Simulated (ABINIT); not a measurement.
Here is an ABINIT 10.8.3 (patched build) calculation.

Contents of run.abi:

```
# Datasets: ground state, then fixed potential
ndtset 2

# Pseudopotentials
pp_dirpath "./"
pseudos "Hf.LDA_PW-JTH.xml, N.LDA_PW-JTH.xml"

# Structure
acell 3*1.0 Angstrom
rprim
     0.0000000000     2.2560000000     2.2560000000
     2.2560000000     0.0000000000     2.2560000000
     2.2560000000     2.2560000000     0.0000000000
ntypat 2
znucl 72 7
natom 2
typat 1 2
xred
     0.0000000000     0.0000000000     0.0000000000
     0.5000000000     0.5000000000     0.5000000000

# Plane-wave basis
ecut 30.0
pawecutdg 52.0

# Exchange and correlation
ixc -497498
usekden 1
pawxcdev 0

# Bands and occupations
occopt 3
tsmear 0.05 eV

# SCF cycle
nstep 100

# Output
iomode 3
prtwf 0
prteig 0
prtebands 0
prtden1 1
prtkden1 1

# Dataset 1
kptopt1 1
ngkpt1 10 10 10
nshiftk1 1
shiftk1 0.0 0.0 0.0
nband1 13
tolvrs1 1.0e-7

# Dataset 2: bands along G-X-W-K-G-L-U-W-L-K
iscf2 -2
getden2 1
getkden2 1
nband2 17
nbdbuf2 2
tolwfr2 1.0e-12
kptopt2 -9
ndivsm2 8
prteig2 1
kptbounds2
     0.0000000000     0.0000000000     0.0000000000
     0.5000000000     0.0000000000     0.5000000000
     0.5000000000     0.2500000000     0.7500000000
     0.3750000000     0.3750000000     0.7500000000
     0.0000000000     0.0000000000     0.0000000000
     0.5000000000     0.5000000000     0.5000000000
     0.6250000000     0.2500000000     0.6250000000
     0.5000000000     0.2500000000     0.7500000000
     0.5000000000     0.5000000000     0.5000000000
     0.3750000000     0.3750000000     0.7500000000
```

Potentials or basis: JTH PAW LDA v2.0.

Command:

```bash
$ abinit run.abi > log 2>&1
```

Predict the band gap on the k mesh.

none (metal or under the smearing width).

Estimate the pressure.

2.4 GPa.

Levels at the corners of the path, in eV from the Fermi level:
| point | band 5 | band 6 | band 7 | band 8 | band 9 | band 10 | band 11 | band 12 |
| --- | --- | --- | --- | --- | --- | --- | --- | --- |
| Γ | -18.73 | -3.46 | -3.46 | -3.46 | -0.37 | -0.37 | -0.37 | 2.00 |
| X | -17.70 | -5.93 | -4.15 | -4.15 | -3.94 | 4.14 | 5.58 | 5.58 |
| W | -17.07 | -6.65 | -5.94 | -5.94 | 1.11 | 1.11 | 5.59 | 5.65 |
| K | -17.12 | -6.80 | -6.02 | -5.45 | -0.93 | 3.97 | 4.52 | 6.16 |
| Γ | -18.73 | -3.46 | -3.46 | -3.46 | -0.37 | -0.37 | -0.37 | 2.00 |
| L | -16.04 | -9.38 | -6.69 | -6.69 | 3.38 | 3.78 | 3.78 | 4.60 |
| U | -17.12 | -6.80 | -6.02 | -5.45 | -0.93 | 3.97 | 4.52 | 6.16 |
| W | -17.07 | -6.65 | -5.94 | -5.94 | 1.11 | 1.11 | 5.59 | 5.65 |
| L | -16.04 | -9.38 | -6.69 | -6.69 | 3.38 | 3.78 | 3.78 | 4.60 |
| K | -17.12 | -6.80 | -6.02 | -5.45 | -0.93 | 3.97 | 4.52 | 6.16 |

Caveat: the PAW data sets were made with another functional, which shifts forces and pressure a little; spin-orbit coupling is left out, which moves the levels of the heavy elements.
